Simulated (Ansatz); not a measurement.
**A decomposition energy, worked out: Al7N**

All numbers below come from Ansatz 0.2.0, DFT PBE, scalar-relativistic, plane waves, PAW. All cells share a 420 eV cutoff and Γ-centred k meshes spaced about 0.3 Å⁻¹ or finer (0.25 for metals, 2π included). No spin polarisation.

Energies over the elements count from the elements' standard structures at the same level (N₂ as a molecule), with no fitted energy shifts.

These are static total energies at zero pressure.

A trial structure of Al7N (reached from: a cell proposed by chemical analogy; relaxed: space group R3m (No. 160), a = 2.976 Å, c = 48.726 Å) has a formation energy of -0.207 eV/atom. At its composition the lowest mixture among the elements and 1 reference phase computed alike (others may be missing) consists of these:

```json
{"phase": "Al (solid)", "source": "element", "ΔE_f (eV/atom)": "0.000"}
{"phase": "AlN (P6_3mc)", "source": "COD", "ΔE_f (eV/atom)": "-1.368"}
```

Q: Write the balanced decomposition and find its energy per atom, per formula unit and per mole of formula units.

A: Balancing Al and N gives Al7N → 6 Al + AlN. The left side holds 8 atoms, and the products take 6/8 (Al) and 2/8 (AlN) of them. The mixture therefore lies at 6/8 × (0.000) + 2/8 × (-1.368) = -0.342 eV/atom. The reaction energy is -0.342 − (-0.207) = -0.135 eV/atom. Times 8 atoms that is -1.080 eV per Al7N, and times 96.485 it is -104 kJ per mole of Al7N. Decomposition is downhill, so the trial structure is unstable against this mixture.
